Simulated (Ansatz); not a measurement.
## Zone-centre phonons of AlRu at 11 GPa: input and output

Computed with DFT PBEsol, scalar-relativistic, plane waves, PAW (Ansatz 0.2.0).

Launched with:
```bash
ansatz run input.yaml --threads 1 --pin off --max-ram 3072MiB --backend cpu --events-out ev --progress --plain --runs-dir out
```

Input (bare energies are in eV):
```yaml
crystal:
  lattice:
    - [2.9331813184, 0.0, 0.0]
    - [0.0, 2.9331813184, 0.0]
    - [0.0, 0.0, 2.9331813184]
  atoms:
    - { symbol: Al, position: [0.0, 0.0, 0.0] }
    - { symbol: Ru, position: [0.5, 0.5, 0.5] }
basis:
  ecutwfc: 420
kpoints:
  mp_grid: { grid: [14, 14, 14] }
hamiltonian:
  xc: pbesol
scf:
  occupations: { method: fermi_dirac, width: 0.15 }
output:
  eigenvalues: true
phonons:
  method: dfpt
  eigenvectors: true
```

Results section of the output:
```
--- Phonons (Γ-DFPT): 2 representative perturbations + reference, on 288 of 2744 k-points (Σ response iterations 6) ---
  k mesh reduced under 8 symmetry operations, with k and −k counted as one. Each operation leaves every solved perturbation unchanged. A smaller set is not used because it would not reduce the number of displacements ...
  ASR residual: 1.646e-4 → 0.000e0 eV/Å²; symmetrization residual: 4.142e-6 eV/Å²
  ASR residual per site (eV/Å²): 5.89e-5 1.65e-4
  Γ frequencies (cm⁻¹): 0.00 0.00 0.00 348.54 348.54 348.54
  non-analytic LO–TO correction: not included (Born effective charges unavailable; polar crystals: no LO–TO splitting at Γ)
```

It took 23 s on 1 thread of Intel(R) Xeon(R) Platinum 8259CL CPU @ 2.50GHz (Skylake/Cascade Lake), with other jobs on the host, peak memory 0.63 GiB.

In a metal, frequencies and elastic constants depend on the k mesh and the smearing, soft modes and shear constants most. Other phases may be more stable at this pressure.